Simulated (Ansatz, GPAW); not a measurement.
# 1T-TiSTe 3 layers, AA in an electric field, part 2 of 3

Wanted: the out-of-plane polarisability of 1T-TiSTe 3 layers, AA.

GPAW 26.7.0 and Ansatz 0.2.0; Ansatz plane waves; layer without images along its normal, relaxation of atoms and in-plane cell, with D3(BJ) dispersion (the session's first sound run).

So far. Step 2 (Relaxing the atoms): The relaxation lowered the energy of the cell by 0.618 eV.

**3. Plane waves, PBE**

With the geometry fixed, the planar mean of the potential gives the vacuum level on each side.

This step: GPAW, PAW setups; slab in vacuum (GPAW 26.7.0).

The cell differs from the one that the last finished run ended in (c 56.630 → 29.397 Å).

The input, run.py:

```python
import json
import numpy as np
from ase import Atoms
from gpaw import GPAW, PW

slab = Atoms(
    ['Te', 'Ti', 'S', 'Te', 'Ti', 'S', 'Te', 'Ti', 'S'],
    positions=[
        [1.76173, 1.01713, 7.00000],
        [0.00000, 0.00000, 8.90235],
        [-0.00000, 2.03427, 10.16377],
        [1.76173, 1.01713, 13.12506],
        [0.00000, -0.00000, 15.01913],
        [-0.00000, 2.03427, 16.28193],
        [1.76173, 1.01713, 19.24051],
        [-0.00000, -0.00000, 21.14480],
        [-0.00000, 2.03427, 22.39686]],
    cell=[[3.52345, 0.0, 0.0], [-1.76173, 3.0514, 0.0], [0.0, 0.0, 29.3969]],
    pbc=[True, True, False])

slab.calc = GPAW(mode=PW(400), xc='PBE', kpts={'size': (9, 9, 1), 'gamma': True},
                 occupations={'name': 'fermi-dirac', 'width': 0.05}, nbands='160%',
                 convergence={'density': 1e-05}, maxiter=200,
                 poissonsolver={'dipolelayer': 'xy'},
                 symmetry={'tolerance': 1e-3}, txt='slab.txt')
result = {}
energy = slab.get_potential_energy()
fermi = slab.calc.get_fermi_level()
v = slab.calc.get_electrostatic_potential().mean((0, 1)) - fermi
n = slab.calc.get_pseudo_density().mean((0, 1))
L = slab.cell[2, 2]
z = np.arange(len(v)) * L / len(v)
low, high = slab.positions[:, 2].min(), slab.positions[:, 2].max()
below, above = np.interp([low - 4.8, high + 4.8], z, v)
slopes = [np.interp(x, z, np.gradient(v, z)) for x in (low - 4.8, high + 4.8)]
eps = np.array([[slab.calc.get_eigenvalues(k, s) for k in range(len(slab.calc.get_ibz_k_points()))]
                for s in range(slab.calc.get_number_of_spins())]) - fermi
top, bottom = eps[eps < 0].max(), eps[eps > 0].min()
dipole = slab.get_dipole_moment()[2]
print(f'energy {energy:.4f} eV, Fermi level {fermi:.4f} eV, dipole {dipole:.5f} e A')
print(f'potential 4.8 A off the faces, from the Fermi level: lower {below:.4f} eV, upper {above:.4f} eV')
print(f'slope of the potential there: lower {slopes[0]:.5f}, upper {slopes[1]:.5f} eV/A')
print(f'nearest levels on the mesh: {top:.4f} and {bottom:.4f} eV')
print('magnetic moment', round(slab.get_magnetic_moment(), 3))
result.update(energy=energy, fermi=fermi, dipole=dipole, below=below, above=above, slopes=slopes, edges=[top, bottom],
              z=z.tolist(), v=v.tolist(), n=n.tolist(), positions=slab.positions.tolist(),
              forces=slab.get_forces(apply_constraint=False).tolist(), moments=slab.get_magnetic_moments().tolist())
json.dump(result, open('result.json', 'w'))
```

Command:

```console
> OMP_NUM_THREADS=1 OPENBLAS_NUM_THREADS=1 python run.py
```

The program printed:

```text
energy -50.7418 eV, Fermi level 2.6216 eV, dipole -0.03389 e A
potential 4.8 A off the faces, from the Fermi level: lower 4.6231 eV, upper 5.1700 eV
slope of the potential there: lower -0.00021, upper -0.00009 eV/A
nearest levels on the mesh: -0.0037 and 0.0207 eV
magnetic moment 0.0
```

Run time: 2.6 min. Hardware: 1 thread of Intel Xeon Platinum 8375C at 2.90GHz (Ice Lake), shared host; peak memory 0.3 GiB.

Numbers from this step:

| Property | Result |
| --- | --- |
| dipole along the normal | -0.03389 e·Å |
| levels nearest the Fermi level on the mesh | -0.003740, 0.02072 eV from the Fermi level |
| upper work function | 5.170 eV |
| lower work function | 4.623 eV |

The electrostatic potential energy of an electron (without an applied field's), less the Fermi level, planar mean oscillates, so the rows of the table below give means over windows of 1 Å about each position, cut where the curve ends. Its maxima inside the range that stand out by 2 % of the span (Å: eV): 8.0: -2.98, 9.6: -7.58, 11.4: 3.59, 14.2: -3.04, 15.6: -7.54, 17.6: 3.60, 20.3: -2.93, 21.7: -7.73. Its minima: 7.0: -20.9, 8.9: -13.8, 10.2: -15.6, 13.1: -21.0, 15.0: -13.7, 16.3: -15.7, 19.2: -20.9, 21.2: -13.6, 22.4: -15.6.

Table of electrostatic potential energy of an electron (without an applied field's), less the Fermi level, planar mean by z; means over each step:

| z (Å) | electrostatic potential energy of an electron (without an applied field's), less the Fermi level, planar mean (eV) |
| --- | --- |
| 0 | 4.73 |
| 1 | 4.62 |
| 2 | 4.62 |
| 3 | 4.62 |
| 4 | 4.60 |
| 5 | 4.29 |
| 6 | -0.521 |
| 7 | -16.4 |
| 8 | -5.10 |
| 9 | -11.2 |
| 10 | -11.6 |
| 11 | 0.517 |
| 12 | 0.849 |
| 13 | -15.9 |
| 14 | -5.77 |
| 15 | -11.0 |
| 16 | -11.3 |
| 17 | -1.02 |
| 18 | 1.78 |
| 19 | -14.6 |
| 20 | -6.87 |
| 21 | -10.5 |
| 22 | -11.0 |
| 23 | -2.66 |
| 24 | 4.78 |
| 25 | 5.15 |
| 26 | 5.17 |
| 27 | 5.17 |
| 28 | 5.17 |
| 29 | 5.14 |

The pseudo valence density, planar mean oscillates, so the rows of the table below give means over windows of 1 Å about each position, cut where the curve ends. Its maxima inside the range that stand out by 2 % of the span (Å: e/Å³): 6.5: 0.301, 7.6: 0.349, 8.8: 1.12, 12.6: 0.301, 13.6: 0.348, 15.1: 1.13, 18.7: 0.300, 19.7: 0.345, 21.2: 1.15. Its minima: 6.9: 0.112, 8.0: 0.281, 11.5: 0.0659, 13.0: 0.124, 14.1: 0.285, 17.6: 0.0664, 19.3: 0.121, 20.2: 0.286.

Table of pseudo valence density, planar mean by z; means over each step:

| z (Å) | pseudo valence density, planar mean (e/Å³) |
| --- | --- |
| 3 | 5.4e-5 |
| 4 | 9.1e-4 |
| 5 | 0.0153 |
| 6 | 0.163 |
| 7 | 0.216 |
| 8 | 0.362 |
| 9 | 0.879 |
| 10 | 0.414 |
| 11 | 0.183 |
| 12 | 0.143 |
| 13 | 0.212 |
| 14 | 0.329 |
| 15 | 0.880 |
| 16 | 0.444 |
| 17 | 0.216 |
| 18 | 0.121 |
| 19 | 0.212 |
| 20 | 0.310 |
| 21 | 0.837 |
| 22 | 0.494 |
| 23 | 0.241 |
| 24 | 0.0231 |
| 25 | 9.7e-4 |
| 26 | 4.1e-5 |

Force by atom:

| atom | x (eV/Å) | y (eV/Å) | z (eV/Å) | size |
| --- | --- | --- | --- | --- |
| Te1 | 0.000 | 0.000 | -0.149 | 0.149 |
| Ti2 | 0.000 | 0.000 | -0.108 | 0.108 |
| S3 | 0.000 | 0.000 | 0.032 | 0.032 |
| Te4 | 0.000 | 0.000 | 0.007 | 0.007 |
| Ti5 | 0.000 | 0.000 | -0.055 | 0.055 |
| S6 | 0.000 | 0.000 | 0.047 | 0.047 |
| Te7 | 0.000 | 0.000 | 0.041 | 0.041 |
| Ti8 | 0.000 | 0.000 | 0.037 | 0.037 |
| S9 | 0.000 | 0.000 | 0.149 | 0.149 |

The potential is flat to 2.1e-4 eV/Å where it is read, so the vacuum is wide enough. The geometry is the other program's minimum (found with a dispersion term); here the largest force on a free atom is 0.15 eV/Å.

**4. In a field**

A uniform field along the normal polarises the slab; the atoms stay fixed, so this is the electronic response alone.

run.py: that of step 3 with these lines changed.

```diff
@@ -4,2 +4,3 @@
 from gpaw import GPAW, PW
+from gpaw.external import ConstantElectricField
 
@@ -24,2 +25,3 @@
                  poissonsolver={'dipolelayer': 'xy'},
+                 external=ConstantElectricField(-0.2, [0, 0, 1]),
                  symmetry={'tolerance': 1e-3}, txt='slab.txt')
```

The program printed:

```text
energy -50.7692 eV, Fermi level 2.6332 eV, dipole -0.24215 e A
potential 4.8 A off the faces, from the Fermi level: lower 2.8259 eV, upper 6.9036 eV
slope of the potential there: lower -0.00014, upper -0.00008 eV/A
nearest levels on the mesh: -0.0057 and 0.0212 eV
magnetic moment 0.0
```

It took 8 min on 1 thread; peak memory 0.57 GiB.

Numbers from this step:

- dipole along the normal: -0.2422 e·Å
- levels nearest the Fermi level on the mesh: -0.005656, 0.02115 eV from the Fermi level
- potential below the slab, the applied field's own ramp left out: 2.826 eV from the Fermi level
- potential above the slab, the applied field's own ramp left out: 6.904 eV from the Fermi level

The electrostatic potential energy of an electron (without an applied field's), less the Fermi level, planar mean oscillates, so the rows of the table below give means over windows of 1 Å about each position, cut where the curve ends. Its maxima inside the range that stand out by 2 % of the span (Å: eV): 8.0: -4.31, 9.6: -8.61, 11.4: 2.94, 14.2: -3.15, 15.6: -7.36, 17.6: 4.18, 20.3: -1.82, 21.7: -6.33, 27.0: 6.90. Its minima: 7.0: -22.4, 8.9: -14.9, 10.2: -16.5, 13.1: -21.3, 15.0: -13.7, 16.3: -15.4, 19.2: -20.0, 21.1: -12.3, 22.4: -14.1.

Electrostatic potential energy of an electron (without an applied field's), less the Fermi level, planar mean against z; means over each step:

z (Å), electrostatic potential energy of an electron (without an applied field's), less the Fermi level, planar mean (eV) and a bar from the least value:
```
        0        3.6 ##########################
        1        2.8 #########################
        2        2.8 #########################
        3        2.8 #########################
        4        2.8 #########################
        5        2.5 #########################
        6       -2.2 ###################
        7      -17.9 
        8       -6.4 ##############
        9      -12.3 #######
       10      -12.5 #######
       11       -0.2 #####################
       12        0.3 ######################
       13      -16.2 ##
       14       -5.9 ###############
       15      -11.0 ########
       16      -11.1 ########
       17       -0.6 #####################
       18        2.4 #########################
       19      -13.8 #####
       20       -5.8 ###############
       21       -9.2 ###########
       22       -9.5 ##########
       23       -1.0 ####################
       24        6.5 ##############################
       25        6.9 ##############################
       26        6.9 ##############################
       27        6.9 ##############################
       28        6.9 ##############################
       29        6.7 ##############################
```

Force by atom:

| atom | x (eV/Å) | y (eV/Å) | z (eV/Å) | size |
| --- | --- | --- | --- | --- |
| Te1 | 0.000 | 0.000 | -0.164 | 0.164 |
| Ti2 | 0.000 | 0.000 | -0.093 | 0.093 |
| S3 | 0.000 | 0.000 | 0.030 | 0.030 |
| Te4 | 0.000 | 0.000 | 0.007 | 0.007 |
| Ti5 | 0.000 | 0.000 | -0.056 | 0.056 |
| S6 | 0.000 | 0.000 | 0.048 | 0.048 |
| Te7 | 0.000 | 0.000 | 0.048 | 0.048 |
| Ti8 | 0.000 | 0.000 | -0.001 | 0.001 |
| S9 | 0.000 | 0.000 | 0.181 | 0.181 |

The dipole is now -0.242 e Å, against -0.034 in the run without a field.

**5. In a field**

run.py: that of step 4 with these lines changed.

```diff
@@ -25,3 +25,3 @@
                  poissonsolver={'dipolelayer': 'xy'},
-                 external=ConstantElectricField(-0.2, [0, 0, 1]),
+                 external=ConstantElectricField(-0.1, [0, 0, 1]),
                  symmetry={'tolerance': 1e-3}, txt='slab.txt')
```

The program printed:

```text
energy -50.7503 eV, Fermi level 2.6277 eV, dipole -0.13731 e A
potential 4.8 A off the faces, from the Fermi level: lower 3.7238 eV, upper 6.0362 eV
slope of the potential there: lower -0.00018, upper -0.00008 eV/A
nearest levels on the mesh: -0.0047 and 0.0208 eV
magnetic moment 0.0
```

It took 8 min on 1 thread; peak memory 0.57 GiB.

This step gave:

```
dipole along the normal                                         : -0.1373 e·Å
levels nearest the Fermi level on the mesh                      : -0.004669, 0.02084 eV from the Fermi level
potential below the slab, the applied field's own ramp left out : 3.724 eV from the Fermi level
potential above the slab, the applied field's own ramp left out : 6.036 eV from the Fermi level
```

The electrostatic potential energy of an electron (without an applied field's), less the Fermi level, planar mean oscillates, so the rows of the table below give means over windows of 1 Å about each position, cut where the curve ends. Its maxima inside the range that stand out by 2 % of the span (Å: eV): 8.0: -3.64, 9.6: -8.10, 11.4: 3.26, 14.2: -3.09, 15.6: -7.45, 17.6: 3.89, 20.3: -2.37, 21.7: -7.03, 27.0: 6.04. Its minima: 7.0: -21.7, 8.9: -14.3, 10.2: -16.0, 13.1: -21.1, 15.0: -13.7, 16.3: -15.5, 19.2: -20.4, 21.1: -13.0, 22.4: -14.9.

The electrostatic potential energy of an electron (without an applied field's), less the Fermi level, planar mean by z; means over each step:

z (Å), electrostatic potential energy of an electron (without an applied field's), less the Fermi level, planar mean (eV) and a bar from the least value:
```
        0        4.2 ############################
        1        3.7 ###########################
        2        3.7 ###########################
        3        3.7 ###########################
        4        3.7 ###########################
        5        3.4 ###########################
        6       -1.4 ####################
        7      -17.2 
        8       -5.8 ###############
        9      -11.7 #######
       10      -12.0 #######
       11        0.1 ######################
       12        0.6 #######################
       13      -16.0 #
       14       -5.8 ###############
       15      -11.0 ########
       16      -11.2 ########
       17       -0.8 #####################
       18        2.1 #########################
       19      -14.2 ####
       20       -6.3 ##############
       21       -9.9 #########
       22      -10.2 #########
       23       -1.8 ####################
       24        5.6 #############################
       25        6.0 ##############################
       26        6.0 ##############################
       27        6.0 ##############################
       28        6.0 ##############################
       29        5.9 ##############################
```

Force by atom:

| atom | x (eV/Å) | y (eV/Å) | z (eV/Å) | size |
| --- | --- | --- | --- | --- |
| Te1 | 0.000 | 0.000 | -0.156 | 0.156 |
| Ti2 | 0.000 | 0.000 | -0.100 | 0.100 |
| S3 | 0.000 | 0.000 | 0.031 | 0.031 |
| Te4 | 0.000 | 0.000 | 0.007 | 0.007 |
| Ti5 | 0.000 | 0.000 | -0.055 | 0.055 |
| S6 | 0.000 | 0.000 | 0.047 | 0.047 |
| Te7 | 0.000 | 0.000 | 0.044 | 0.044 |
| Ti8 | 0.000 | 0.000 | 0.018 | 0.018 |
| S9 | 0.000 | 0.000 | 0.164 | 0.164 |

The dipole is now -0.137 e Å, against -0.034 in the run without a field.

**6. In a field**

run.py: that of step 5 with these lines changed.

```diff
@@ -25,3 +25,3 @@
                  poissonsolver={'dipolelayer': 'xy'},
-                 external=ConstantElectricField(-0.1, [0, 0, 1]),
+                 external=ConstantElectricField(-0.05, [0, 0, 1]),
                  symmetry={'tolerance': 1e-3}, txt='slab.txt')
```

The program printed:

```text
energy -50.7448 eV, Fermi level 2.6247 eV, dipole -0.08488 e A
potential 4.8 A off the faces, from the Fermi level: lower 4.1734 eV, upper 5.6031 eV
slope of the potential there: lower -0.00020, upper -0.00009 eV/A
nearest levels on the mesh: -0.0042 and 0.0207 eV
magnetic moment 0.0
```

It took 8.7 min on 1 thread; peak memory 0.57 GiB.

**7. Field on**

run.py: that of step 6 with these lines changed.

```diff
@@ -25,3 +25,3 @@
                  poissonsolver={'dipolelayer': 'xy'},
-                 external=ConstantElectricField(-0.05, [0, 0, 1]),
+                 external=ConstantElectricField(0.05, [0, 0, 1]),
                  symmetry={'tolerance': 1e-3}, txt='slab.txt')
```

The program printed:

```text
energy -50.7416 eV, Fermi level 2.6184 eV, dipole 0.02000 e A
potential 4.8 A off the faces, from the Fermi level: lower 5.0735 eV, upper 4.7372 eV
slope of the potential there: lower -0.00024, upper -0.00009 eV/A
nearest levels on the mesh: -0.0033 and 0.0207 eV
magnetic moment 0.0
```

Wall time 8.3 min (1 thread); peak memory 0.57 GiB.

**8. In a field**

run.py: that of step 7 with these lines changed.

```diff
@@ -25,3 +25,3 @@
                  poissonsolver={'dipolelayer': 'xy'},
-                 external=ConstantElectricField(0.05, [0, 0, 1]),
+                 external=ConstantElectricField(0.1, [0, 0, 1]),
                  symmetry={'tolerance': 1e-3}, txt='slab.txt')
```

The program printed:

```text
energy -50.7439 eV, Fermi level 2.6151 eV, dipole 0.07245 e A
potential 4.8 A off the faces, from the Fermi level: lower 5.5241 eV, upper 4.3048 eV
slope of the potential there: lower -0.00027, upper -0.00009 eV/A
nearest levels on the mesh: -0.0028 and 0.0207 eV
magnetic moment 0.0
```

Wall time 8.8 min (1 thread); peak memory 0.56 GiB.

The dipole is now 0.0724 e Å, against -0.034 in the run without a field.

**9. In a field**

run.py: that of step 8 with these lines changed.

```diff
@@ -25,3 +25,3 @@
                  poissonsolver={'dipolelayer': 'xy'},
-                 external=ConstantElectricField(0.1, [0, 0, 1]),
+                 external=ConstantElectricField(0.2, [0, 0, 1]),
                  symmetry={'tolerance': 1e-3}, txt='slab.txt')
```

The program printed:

```text
energy -50.7565 eV, Fermi level 2.6081 eV, dipole 0.17736 e A
potential 4.8 A off the faces, from the Fermi level: lower 6.4265 eV, upper 3.4408 eV
slope of the potential there: lower -0.00033, upper -0.00010 eV/A
nearest levels on the mesh: -0.0020 and 0.0209 eV
magnetic moment 0.0
```

It took 7.4 min on 1 thread; peak memory 0.57 GiB.

The dipole is now 0.177 e Å, against -0.034 in the run without a field.

(Part 2 of 3 ends here.)

[Logs are printed without paths, hosts, clocks, repeated set-up lines and the standing remarks that a program may print on its own settings, such as how far it seeks lower states.]

[Hosts, paths, dates, database ids (printed as entryN), source tags and the programs' standing remarks are cut or masked in the printed files.]
